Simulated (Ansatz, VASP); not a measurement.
# GeRh: VASP beside Ansatz

Aim: how closely do two programs agree when they are given the same cell, functional and k mesh?

Calculated with Ansatz 0.2.0; plane waves, with VASP 6.6.1 beside it; relaxation of cell and atoms at r2SCAN with rVV10.

### Step 1. The structure

The structure is orthorhombic, space group Pnma (No. 62). Conventional cell: a = 5.700 Å, b = 3.250 Å, c = 6.480 Å, α = 90.00°, β = 90.00°, γ = 90.00°. Nearest to Ge lie 6 Rh at 2.49 to 2.57 Å. Nearest to Rh lie 6 Ge at 2.49 to 2.57 Å. Farther neighbours are not listed.

Coordinates:

```cif
data_structure
_symmetry_space_group_name_H-M 'P 1'
_symmetry_Int_Tables_number 1
_cell_length_a 5.7000
_cell_length_b 3.2500
_cell_length_c 6.4800
_cell_angle_alpha 90.000
_cell_angle_beta 90.000
_cell_angle_gamma 90.000
_cell_volume 120.04
loop_
_atom_site_label
_atom_site_type_symbol
_atom_site_fract_x
_atom_site_fract_y
_atom_site_fract_z
_atom_site_occupancy
Ge1 Ge 0.80900 0.75000 0.56400 1
Ge2 Ge 0.19100 0.25000 0.43600 1
Ge3 Ge 0.69100 0.25000 0.06400 1
Ge4 Ge 0.30900 0.75000 0.93600 1
Rh5 Rh 0.99300 0.75000 0.20200 1
Rh6 Rh 0.00700 0.25000 0.79800 1
Rh7 Rh 0.50700 0.25000 0.70200 1
Rh8 Rh 0.49300 0.75000 0.29800 1
```

### Step 2. VASP: relaxation of cell and atoms, r2SCAN with rVV10

The relaxed volume is the usual yardstick between codes: its relative difference is about their pressure difference at one cell divided by the bulk modulus.

Lines of VASP's logs that name or quote its potential files are left out, and so is its time.

Contents of INCAR:

```
SYSTEM = GeRh
PREC = Accurate
ENCUT = 520
EDIFF = 1E-06
NELM = 100
ISMEAR = -1
SIGMA = 0.05
LREAL = .FALSE.
ALGO = Normal
METAGGA = R2SCAN
LUSE_VDW = .TRUE.
IVDW_NL = 2
BPARAM = 11.95
CPARAM = 0.0093
LASPH = .TRUE.
NBANDS = 71
LORBIT = 11
LWAVE = .FALSE.
LCHARG = .FALSE.
KPAR = 8
IBRION = 2
NSW = 60
ISIF = 3
EDIFFG = -0.01
```

Contents of POSCAR:

```
GeRh
1.0
    5.7000000000      0.0000000000      0.0000000000
    0.0000000000      3.2500000000      0.0000000000
    0.0000000000      0.0000000000      6.4800000000
Ge Rh
4 4
Direct
    0.8090000000      0.7500000000      0.5640000000
    0.1910000000      0.2500000000      0.4360000000
    0.6910000000      0.2500000000      0.0640000000
    0.3090000000      0.7500000000      0.9360000000
    0.9930000000      0.7500000000      0.2020000000
    0.0070000000      0.2500000000      0.7980000000
    0.5070000000      0.2500000000      0.7020000000
    0.4930000000      0.7500000000      0.2980000000
```

Contents of KPOINTS:

```
Automatic mesh
0
Gamma
4 6 3
0 0 0
```

The projector-augmented-wave data sets are Ge_d and Rh_pv (PBE family, release 64).

Started as:

```bash
$ mpirun -np 8 vasp_std
```

Numbers of over 12 decimals in the logs are rounded to 6 here.

Log:

```text
[banner, memory and clock lines left out]
running    8 mpi-ranks, on    1 nodes
 distrk:  each k-point on    1 cores,    8 groups
 distr:  one band on    1 cores,    1 groups

 POSCAR found type information on POSCAR GeRh
 POSCAR found :  2 types and       8 ions
|                                                                             |
|           W    W    AA    RRRRR   N    N  II  N    N   GGGG   !!!           |
|           W    W   A  A   R    R  NN   N  II  NN   N  G    G  !!!           |
|           W    W  A    A  R    R  N N  N  II  N N  N  G       !!!           |
|           W WW W  AAAAAA  RRRRR   N  N N  II  N  N N  G  GGG   !            |
|           WW  WW  A    A  R   R   N   NN  II  N   NN  G    G                |
|           W    W  A    A  R    R  N    N  II  N    N   GGGG   !!!           |
|                                                                             |
|     For optimal performance we recommend to set                             |
|       NCORE = 2 up to number-of-cores-per-socket                            |
|     NCORE specifies how many cores store one orbital (NPAR=cpu/NCORE).      |
|     This setting can greatly improve the performance of VASP for DFT.       |
|     The default, NCORE=1 might be grossly inefficient on modern             |
|     multi-core architectures or massively parallel machines. Do your        |
|     Unfortunately you need to use the default for GW and RPA                |
|     calculations (for HF NCORE is supported but not extensively tested      |
|     yet).                                                                   |
|                                                                             |

|                                                                             |
|               ----> ADVICE to this user running VASP <----                  |
|                                                                             |
|     You have switched on vdW-DFT.                                           |
|     This routine was written and supplied by Jiri Klimes. We recommend      |
|     that you carefully read and cite the following publications:            |
|       J. Klimes, D.R. Bowler, A. Michelides                                 |
|          J. Phys.: Cond Matt. 22 022201 (2010)                              |
|       J. Klimes, D.R. Bowler, A. Michelides                                 |
|          Phys. Rev. B. 83, 195131 (2011)                                    |
|     and references therein.                                                 |
|                                                                             |

|                                                                             |
|               ----> ADVICE to this user running VASP <----                  |
|                                                                             |
|     You enforced a specific xc type in the INCAR file but a different       |
|     [... a line on the potential file left out ...]
|     I HOPE YOU KNOW WHAT YOU ARE DOING!                                     |
|                                                                             |

 LDA part: xc-table for (None), standard interpolation
 POSCAR, INCAR and KPOINTS ok, starting setup
 FFT: planning ... GRIDC
 FFT: planning ... GRID_SOFT
 FFT: planning ... GRID
 WAVECAR not read
 entering main loop
       N       E                     dE             d eps       ncg     rms          rms(c)
Total rVV10 correction in eV:      2.7723373   120.5192660
Total rVV10 correction in eV:      2.7723373   120.5192660
Total rVV10 correction in eV:      2.7723373   120.5192660
Total rVV10 correction in eV:      2.7723373   120.5192660
Total rVV10 correction in eV:      2.7723373   120.5192660
Total rVV10 correction in eV:      2.7723373   120.5192660
Total rVV10 correction in eV:      2.7723373   120.5192660
Total rVV10 correction in eV:      2.7723373   120.5192660
DAV:   1     0.172402268964E+04    0.17240E+04   -0.56873E+04  4770   0.440E+03
DAV:   2     0.136009830369E+03   -0.15880E+04   -0.15288E+04  3408   0.123E+03
DAV:   3    -0.155882390835E+03   -0.29189E+03   -0.27933E+03  3494   0.294E+02
DAV:   4    -0.177499235226E+03   -0.21617E+02   -0.21151E+02  3976   0.853E+01
DAV:   5    -0.178144491139E+03   -0.64526E+00   -0.64426E+00  3758   0.165E+01    0.246E+01
Total rVV10 correction in eV:      2.6955487   120.5192552
Total rVV10 correction in eV:      2.6955487   120.5192552
[...]
Total rVV10 correction in eV:      2.7055964   120.5192655
Total rVV10 correction in eV:      2.7055964   120.5192655
Total rVV10 correction in eV:      2.7055964   120.5192655
Total rVV10 correction in eV:      2.7055964   120.5192655
Total rVV10 correction in eV:      2.7055964   120.5192655
Total rVV10 correction in eV:      2.7055964   120.5192655
Total rVV10 correction in eV:      2.7055964   120.5192655
DAV:   8    -0.153846581649E+03   -0.48355E-06   -0.82621E-08  1732   0.212E-03
Total rVV10 correction in eV:      2.7055953   120.5192655
Total rVV10 correction in eV:      2.7055953   120.5192655
Total rVV10 correction in eV:      2.7055953   120.5192655
Total rVV10 correction in eV:      2.7055953   120.5192655
Total rVV10 correction in eV:      2.7055953   120.5192655
Total rVV10 correction in eV:      2.7055953   120.5192655
[...]
DAV:   3    -0.153846582625E+03    0.72535E-06   -0.22807E-06  2303   0.128E-02
Total rVV10 correction in eV:      2.7055198   120.5192655
Total rVV10 correction in eV:      2.7055198   120.5192655
Total rVV10 correction in eV:      2.7055198   120.5192655
Total rVV10 correction in eV:      2.7055198   120.5192655
Total rVV10 correction in eV:      2.7055198   120.5192655
Total rVV10 correction in eV:      2.7055198   120.5192655
Total rVV10 correction in eV:      2.7055198   120.5192655
Total rVV10 correction in eV:      2.7055198   120.5192655
Total rVV10 correction in eV:      2.7055271   120.5192655
Total rVV10 correction in eV:      2.7055271   120.5192655
Total rVV10 correction in eV:      2.7055271   120.5192655
Total rVV10 correction in eV:      2.7055271   120.5192655
Total rVV10 correction in eV:      2.7055271   120.5192655
Total rVV10 correction in eV:      2.7055271   120.5192655
Total rVV10 correction in eV:      2.7055271   120.5192655
Total rVV10 correction in eV:      2.7055271   120.5192655
  21 F= -.15384658E+03 E0= -.15382937E+03  d E =-.532630E-04
 curvature:  -0.52 expect dE=-0.458E-04 dE for cont linesearch -0.412E-08
 trial: gam= 0.70966 g(F)=  0.139E-04 g(S)=  0.736E-04 ort =-0.114E-05 (trialstep = 0.932E+00)
 search vector abs. value=  0.169E-03
 bond charge predicted
       N       E                     dE             d eps       ncg     rms          rms(c)
Total rVV10 correction in eV:      2.7055783   120.5192655
Total rVV10 correction in eV:      2.7055783   120.5192655
Total rVV10 correction in eV:      2.7055783   120.5192655
Total rVV10 correction in eV:      2.7055783   120.5192655
Total rVV10 correction in eV:      2.7055783   120.5192655
Total rVV10 correction in eV:      2.7055783   120.5192655
Total rVV10 correction in eV:      2.7055783   120.5192655
Total rVV10 correction in eV:      2.7055783   120.5192655
DAV:   1    -0.153846901527E+03   -0.31818E-03   -0.43819E-02  4345   0.177E+00    0.194E-01
Total rVV10 correction in eV:      2.7047048   120.5192655
Total rVV10 correction in eV:      2.7047048   120.5192655
Total rVV10 correction in eV:      2.7047048   120.5192655
Total rVV10 correction in eV:      2.7047048   120.5192655
Total rVV10 correction in eV:      2.7047048   120.5192655
Total rVV10 correction in eV:      2.7047048   120.5192655
Total rVV10 correction in eV:      2.7047048   120.5192655
Total rVV10 correction in eV:      2.7047048   120.5192655
DAV:   2    -0.153846752604E+03    0.14892E-03   -0.57256E-03  3669   0.499E-01    0.776E-02
Total rVV10 correction in eV:      2.7048981   120.5192655
Total rVV10 correction in eV:      2.7048981   120.5192655
Total rVV10 correction in eV:      2.7048981   120.5192655
Total rVV10 correction in eV:      2.7048981   120.5192655
Total rVV10 correction in eV:      2.7048981   120.5192655
Total rVV10 correction in eV:      2.7048981   120.5192655
Total rVV10 correction in eV:      2.7048981   120.5192655
Total rVV10 correction in eV:      2.7048981   120.5192655
DAV:   3    -0.153846643873E+03    0.10873E-03   -0.31280E-04  4014   0.149E-01    0.396E-02
Total rVV10 correction in eV:      2.7048162   120.5192655
Total rVV10 correction in eV:      2.7048162   120.5192655
Total rVV10 correction in eV:      2.7048162   120.5192655
Total rVV10 correction in eV:      2.7048162   120.5192655
Total rVV10 correction in eV:      2.7048162   120.5192655
Total rVV10 correction in eV:      2.7048162   120.5192655
Total rVV10 correction in eV:      2.7048162   120.5192655
Total rVV10 correction in eV:      2.7048162   120.5192655
DAV:   4    -0.153846616364E+03    0.27509E-04   -0.90557E-05  4368   0.728E-02    0.953E-03
Total rVV10 correction in eV:      2.7048353   120.5192655
Total rVV10 correction in eV:      2.7048353   120.5192655
Total rVV10 correction in eV:      2.7048353   120.5192655
Total rVV10 correction in eV:      2.7048353   120.5192655
Total rVV10 correction in eV:      2.7048353   120.5192655
Total rVV10 correction in eV:      2.7048353   120.5192655
Total rVV10 correction in eV:      2.7048353   120.5192655
Total rVV10 correction in eV:      2.7048353   120.5192655
DAV:   5    -0.153846615594E+03    0.76997E-06   -0.14930E-05  3475   0.344E-02    0.631E-03
Total rVV10 correction in eV:      2.7048602   120.5192655
Total rVV10 correction in eV:      2.7048602   120.5192655
Total rVV10 correction in eV:      2.7048602   120.5192655
Total rVV10 correction in eV:      2.7048602   120.5192655
Total rVV10 correction in eV:      2.7048602   120.5192655
Total rVV10 correction in eV:      2.7048602   120.5192655
Total rVV10 correction in eV:      2.7048602   120.5192655
Total rVV10 correction in eV:      2.7048602   120.5192655
DAV:   6    -0.153846613331E+03    0.22625E-05   -0.11568E-06  2019   0.102E-02    0.169E-03
Total rVV10 correction in eV:      2.7048622   120.5192655
Total rVV10 correction in eV:      2.7048622   120.5192655
Total rVV10 correction in eV:      2.7048622   120.5192655
Total rVV10 correction in eV:      2.7048622   120.5192655
Total rVV10 correction in eV:      2.7048622   120.5192655
Total rVV10 correction in eV:      2.7048622   120.5192655
Total rVV10 correction in eV:      2.7048622   120.5192655
Total rVV10 correction in eV:      2.7048622   120.5192655
DAV:   7    -0.153846612473E+03    0.85786E-06   -0.34030E-07  1795   0.443E-03
Total rVV10 correction in eV:      2.7048587   120.5192655
Total rVV10 correction in eV:      2.7048587   120.5192655
Total rVV10 correction in eV:      2.7048587   120.5192655
Total rVV10 correction in eV:      2.7048587   120.5192655
Total rVV10 correction in eV:      2.7048587   120.5192655
Total rVV10 correction in eV:      2.7048587   120.5192655
Total rVV10 correction in eV:      2.7048587   120.5192655
Total rVV10 correction in eV:      2.7048587   120.5192655
Total rVV10 correction in eV:      2.7048612   120.5192655
Total rVV10 correction in eV:      2.7048612   120.5192655
Total rVV10 correction in eV:      2.7048612   120.5192655
Total rVV10 correction in eV:      2.7048612   120.5192655
Total rVV10 correction in eV:      2.7048612   120.5192655
Total rVV10 correction in eV:      2.7048612   120.5192655
Total rVV10 correction in eV:      2.7048612   120.5192655
Total rVV10 correction in eV:      2.7048612   120.5192655
  22 F= -.15384661E+03 E0= -.15382943E+03  d E =-.298478E-04
 trial-energy change:   -0.000030  1 .order   -0.000023   -0.000081    0.000035
 step:   0.7114(harm=  0.6515)  dis= 0.00062  next Energy=  -153.846616 (dE=-0.339E-04)
 reached required accuracy - stopping structural energy minimisation
```

Parts of OUTCAR (step 2):

```text
ion  position               nearest neighbor table
   1  0.809  0.750  0.564-   6 2.49   6 2.49   8 2.49   7 2.53   7 2.53   5 2.57   2 2.84   2 2.84

  LATTYP: Found a simple orthorhombic cell.
 ALAT       =     3.2500000000
 B/A-ratio  =     1.7538461538
 C/A-ratio  =     1.9938461538

 Subroutine GETGRP returns: Found  8 space group operations
 (whereof  2 operations were pure point group operations)

The static configuration has the point symmetry S_2 .
 The point group associated with its full space group is D_2h.

 Found     24 irreducible k-points:

   k-points           NKPTS =     24   k-points in BZ     NKDIM =     24   number of bands    NBANDS=     71

   dimension x,y,z NGX =    42 NGY =   24 NGZ =   48
   dimension x,y,z NGXF=    84 NGYF=   48 NGZF=   96

   ENCUT  =  520.0 eV  38.22 Ry    6.18 a.u.  10.60  6.04 12.05*2*pi/ulx,y,z

   NELECT =     116.0000    total number of electrons

 k-points in reciprocal lattice and weights: Automatic mesh
   0.00000000  0.00000000  0.00000000       0.014
   0.25000000  0.00000000  0.00000000       0.028
   0.50000000  0.00000000  0.00000000       0.014
   0.00000000  0.16666667  0.00000000       0.028
   0.25000000  0.16666667  0.00000000       0.056
   0.50000000  0.16666667  0.00000000       0.028
   0.00000000  0.33333333  0.00000000       0.028
   0.25000000  0.33333333  0.00000000       0.056
   0.50000000  0.33333333  0.00000000       0.028
[...]
0.25000000  0.50000000  0.33333333       0.056
   0.50000000  0.50000000  0.33333333       0.028

 average (electrostatic) potential at core
       1 -74.6195       2 -74.6195       3 -74.6195       4 -74.6195       5 -77.8018
       6 -77.8018       7 -77.8018       8 -77.8018

 E-fermi :   9.2071

 k-point     1 :       0.0000    0.0000    0.0000
  band No.  band energies     occupation
    ...
     54       7.7948      2.00000
     55       7.9541      2.00000
     56       8.1039      2.00000
     57       8.2557      2.00000
     58       9.0452      1.92443
     59      10.0060      0.00000
     60      10.2464      0.00000
     61      11.9258      0.00000
     62      12.1618      0.00000
     63      14.4323      0.00000
    ...

 k-point     2 :       0.2500    0.0000    0.0000
  band No.  band energies     occupation
    ...
     54       7.8070      2.00000
     55       7.9117      2.00000
     56       8.0075      2.00000
     57       8.2469      2.00000
     58       8.6888      1.99994
     59      10.2606      0.00000
     60      11.1885      0.00000
     61      12.4851      0.00000
     62      13.1765      0.00000
     63      13.2170      0.00000
    ...

 k-point     3 :       0.5000    0.0000    0.0000
  band No.  band energies     occupation
    ...
     54       7.3018      2.00000
     55       8.1351      2.00000
     56       8.1351      2.00000
     57       8.1934      2.00000
     58       8.1934      2.00000
     59      11.3244      0.00000
     60      11.3244      0.00000
     61      12.9666      0.00000
     62      12.9666      0.00000
     63      13.6825      0.00000
    ...

  Total        0.0088722      0.0301923      0.0086097     -0.0000000      0.0000000      0.0000000
  in kB        0.1182573      0.4024346      0.1147593     -0.0000000      0.0000000      0.0000000
  external PRESSURE =       0.2118171 kB  Pullay stress =       0.0000000 kB

  energy-cutoff  :      520.00
  volume of cell :      120.20
      direct lattice vectors                 reciprocal lattice vectors
     5.614272840 -0.000000000  0.000000000     0.178117457  0.000000000  0.000000000
    -0.000000000  3.378371188  0.000000000     0.000000000  0.296000630  0.000000000
     0.000000000  0.000000000  6.337398083     0.000000000  0.000000000  0.157793465

 POSITION                                       TOTAL-FORCE (eV/Angst)
 -----------------------------------------------------------------------------------
      4.54710      2.53378      3.61100        -0.003091      0.000000      0.001661
      1.06717      0.84459      2.72640         0.003091     -0.000000     -0.001661
      3.87431      0.84459      0.44230         0.003091     -0.000000      0.001661
      1.73997      2.53378      5.89509        -0.003091      0.000000     -0.001661
      5.58498      2.53378      1.28408         0.000443     -0.000000     -0.009319
      0.02929      0.84459      5.05332        -0.000443      0.000000      0.009319
      2.83643      0.84459      4.45278        -0.000443      0.000000     -0.009319
      2.77784      2.53378      1.88462         0.000443     -0.000000      0.009319
 -----------------------------------------------------------------------------------
    total drift:                               -0.000000     -0.000000     -0.000000

  FREE ENERGIE OF THE ION-ELECTRON SYSTEM (eV)
  ---------------------------------------------------
  free  energy   TOTEN  =      -153.8466124731 eV

  energy  without entropy=     -153.8122463004  energy(sigma->0) =     -153.82942939

 reached required accuracy - stopping structural energy minimisation

 total charge
# of ion       s       p       d       tot
------------------------------------------
    1        1.102   1.222  10.113  12.436
    2        1.102   1.222  10.113  12.436
    3        1.102   1.222  10.113  12.436
    4        1.102   1.222  10.113  12.436
    5        0.367   6.290   7.312  13.969
    6        0.367   6.290   7.312  13.969
    7        0.367   6.290   7.312  13.969
    8        0.367   6.290   7.312  13.969
--------------------------------------------------
tot          5.878  30.047  69.697 105.622

[... 3 further parts left out ...]
```

The run keeps the 8 symmetry operations of its start, so it cannot find a distortion of lower symmetry.

(Continued in part 2 of 2.)

[Lines on the potential files, build, host, timing and source positions are cut from VASP's logs without a mark.]

[Logs are printed without paths, hosts, clocks, repeated set-up lines and the standing remarks that a program may print on its own settings, such as how far it seeks lower states.]

[Hosts, paths, dates, database ids (printed as entryN), source tags and the programs' standing remarks are cut or masked in the printed files.]
